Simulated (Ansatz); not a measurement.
## Band table of MnO

```xyz
2
Lattice="0.0000 2.2197 2.2197 2.2197 0.0000 2.2197 2.2197 2.2197 0.0000" Properties=species:S:1:pos:R:3 pbc="T T T"
Mn    0.0000    0.0000    0.0000
O     2.2197    2.2197    2.2197
```

Atom numbers follow the list: Mn1, O2.

The cell was built from the rocksalt type and relaxed in the same program, and has space group Fm-3m; it needn't be a known or the stable phase.

Semilocal functionals without U often leave such compounds metallic or with too small a gap, and the real magnetic order may differ.

Other magnetic orders may lie lower; this is the state that the run reached.

The calculation used DFT, PBE, all-electron LAPW, scalar-relativistic in Ansatz 0.2.0.

Numerical set-up: a Γ-centred 13×13×13 k mesh, Fermi–Dirac smearing of 0.05 eV, basis error target 1 meV/atom, spin-polarised from start moments Mn1 4 μB, ending with a cell moment of 4.74 μB.

Path points, in fractions of the reciprocal vectors: Γ (0.000, 0.000, 0.000), X (0.500, 0.000, 0.500), U (0.625, 0.250, 0.625), K (0.375, 0.375, 0.750), L (0.500, 0.500, 0.500), W (0.500, 0.250, 0.750). Levels in eV from the Fermi level, spin up; bands 6 to 16, counted from the lowest band of the run. The gap is zero.

```
# k(1/Å) point b6 b7 b8 b9 b10 b11 b12 b13 b14 b15 b16
0.000 Γ -20.32 -3.79 -3.79 -3.79 -3.21 -3.21 -3.21 -2.67 -2.67 -0.52 13.96
0.177 - -20.28 -4.47 -4.00 -4.00 -3.25 -2.98 -2.98 -2.66 -2.27 -0.09 13.42
0.354 - -20.15 -5.47 -4.31 -4.31 -3.37 -2.61 -2.60 -2.60 -1.92 0.98 12.57
0.531 - -19.98 -6.30 -4.56 -4.56 -3.54 -2.54 -2.28 -2.28 -1.72 2.25 11.84
0.708 - -19.78 -6.87 -4.73 -4.73 -3.73 -2.46 -2.07 -2.07 -1.59 3.42 11.28
0.885 - -19.61 -7.15 -4.82 -4.82 -3.92 -2.38 -1.97 -1.97 -1.57 4.31 9.62
1.061 - -19.48 -7.18 -4.85 -4.85 -4.08 -2.31 -1.97 -1.97 -1.66 4.84 8.50
1.238 - -19.40 -7.08 -4.84 -4.84 -4.19 -2.26 -2.01 -2.01 -1.81 5.01 7.96
1.415 X -19.38 -7.03 -4.83 -4.83 -4.22 -2.24 -2.03 -2.03 -1.89 5.04 7.81
1.478 - -19.38 -7.02 -4.91 -4.85 -4.15 -2.21 -2.03 -2.03 -1.89 5.06 7.81
1.540 - -19.37 -7.01 -5.11 -4.91 -4.01 -2.12 -2.04 -2.02 -1.86 5.14 7.82
1.603 - -19.36 -6.99 -5.34 -5.00 -3.85 -2.05 -2.01 -1.99 -1.83 5.26 7.82
1.666 - -19.35 -6.96 -5.60 -5.12 -3.68 -2.06 -2.00 -1.81 -1.78 5.43 7.83
1.728 - -19.34 -6.93 -5.86 -5.24 -3.52 -2.09 -1.99 -1.74 -1.62 5.63 7.84
1.791 - -19.33 -6.88 -6.12 -5.36 -3.36 -2.11 -1.98 -1.69 -1.40 5.87 7.86
1.853 - -19.31 -6.83 -6.37 -5.48 -3.20 -2.14 -1.97 -1.66 -1.18 6.13 7.89
1.916 U -19.30 -6.77 -6.60 -5.60 -3.05 -2.18 -1.96 -1.63 -0.95 6.42 7.92
2.024 - -19.30 -6.80 -6.63 -5.69 -2.94 -2.20 -1.96 -1.63 -0.85 6.59 7.80
2.132 - -19.29 -6.89 -6.55 -5.81 -2.79 -2.25 -1.98 -1.64 -0.77 6.81 7.59
2.241 - -19.29 -6.96 -6.46 -5.94 -2.63 -2.33 -1.99 -1.64 -0.72 7.02 7.40
2.349 - -19.29 -6.98 -6.41 -6.00 -2.52 -2.42 -1.99 -1.64 -0.71 7.15 7.28
2.457 - -19.29 -6.96 -6.46 -5.94 -2.63 -2.33 -1.99 -1.64 -0.72 7.02 7.40
2.566 - -19.29 -6.89 -6.55 -5.81 -2.79 -2.25 -1.98 -1.64 -0.77 6.81 7.59
2.674 - -19.30 -6.80 -6.63 -5.69 -2.94 -2.20 -1.96 -1.63 -0.85 6.59 7.80
2.782 K -19.30 -6.77 -6.60 -5.60 -3.05 -2.18 -1.96 -1.63 -0.95 6.42 7.92
2.970 - -19.29 -7.18 -6.55 -5.87 -2.64 -2.30 -1.93 -1.59 -0.34 6.83 7.36
3.158 - -19.35 -7.46 -6.24 -5.99 -2.46 -2.35 -1.95 -1.63 0.06 5.58 8.37
3.345 - -19.49 -7.41 -5.95 -5.87 -2.63 -2.27 -2.04 -1.72 0.15 4.39 8.98
3.533 - -19.69 -7.00 -5.74 -5.44 -2.81 -2.36 -2.19 -1.90 -0.12 3.23 9.77
3.721 - -19.92 -6.30 -5.35 -4.97 -2.97 -2.56 -2.42 -2.11 -0.68 2.08 10.81
3.908 - -20.13 -5.39 -4.82 -4.49 -3.10 -2.82 -2.70 -2.31 -1.42 0.93 12.03
4.096 - -20.27 -4.41 -4.20 -4.04 -3.18 -3.04 -3.01 -2.52 -2.20 -0.07 13.28
4.284 Γ -20.32 -3.79 -3.79 -3.79 -3.21 -3.21 -3.21 -2.67 -2.67 -0.52 13.96
4.437 - -20.29 -4.21 -4.05 -4.05 -3.15 -3.15 -3.06 -2.42 -2.42 -0.22 13.47
4.590 - -20.19 -4.98 -4.51 -4.51 -3.05 -3.05 -2.89 -1.92 -1.92 0.48 12.37
4.743 - -20.04 -5.82 -4.97 -4.97 -2.91 -2.91 -2.73 -1.38 -1.38 1.32 11.11
4.896 - -19.86 -6.62 -5.37 -5.37 -2.75 -2.75 -2.54 -0.87 -0.87 2.13 9.91
5.050 - -19.66 -7.32 -5.70 -5.70 -2.58 -2.58 -2.32 -0.43 -0.43 2.79 8.91
5.203 - -19.49 -7.86 -5.94 -5.94 -2.44 -2.44 -2.10 -0.08 -0.08 3.23 8.22
5.356 - -19.37 -8.20 -6.09 -6.09 -2.34 -2.34 -1.93 0.14 0.14 3.43 7.85
5.509 L -19.33 -8.32 -6.14 -6.14 -2.30 -2.30 -1.87 0.22 0.22 3.47 7.75
5.634 - -19.33 -8.27 -6.15 -6.12 -2.33 -2.30 -1.88 0.09 0.19 3.66 7.72
5.759 - -19.32 -8.14 -6.18 -6.09 -2.38 -2.30 -1.91 -0.21 0.09 4.16 7.65
5.885 - -19.31 -7.93 -6.23 -6.03 -2.45 -2.32 -1.94 -0.59 -0.07 4.85 7.54
6.010 - -19.30 -7.65 -6.29 -5.98 -2.51 -2.35 -1.96 -0.98 -0.27 5.63 7.41
6.135 - -19.30 -7.32 -6.36 -5.96 -2.54 -2.39 -1.98 -1.33 -0.49 6.46 7.27
6.260 - -19.29 -6.98 -6.41 -6.00 -2.52 -2.42 -1.99 -1.64 -0.71 7.15 7.28
6.385 - -19.28 -6.66 -6.45 -6.10 -2.46 -2.43 -2.01 -1.87 -0.86 7.07 7.96
6.510 W -19.28 -6.47 -6.47 -6.22 -2.42 -2.42 -2.03 -1.97 -0.92 7.04 8.26
6.599 - -19.29 -6.61 -6.30 -6.18 -2.59 -2.29 -2.03 -1.98 -0.95 6.91 8.11
6.687 - -19.30 -6.72 -6.12 -6.07 -2.80 -2.19 -2.03 -1.98 -1.04 6.60 7.99
6.775 - -19.31 -6.82 -5.91 -5.88 -3.03 -2.12 -2.03 -1.99 -1.19 6.21 7.91
6.864 - -19.33 -6.90 -5.68 -5.65 -3.29 -2.08 -2.03 -2.00 -1.38 5.82 7.87
6.952 - -19.35 -6.95 -5.44 -5.38 -3.56 -2.05 -2.03 -2.02 -1.60 5.49 7.84
7.041 - -19.37 -6.99 -5.19 -5.11 -3.84 -2.08 -2.04 -2.03 -1.79 5.24 7.82
7.129 - -19.38 -7.02 -4.95 -4.91 -4.09 -2.19 -2.03 -2.03 -1.87 5.09 7.82
7.218 X -19.38 -7.03 -4.83 -4.83 -4.22 -2.24 -2.03 -2.03 -1.89 5.04 7.81
```
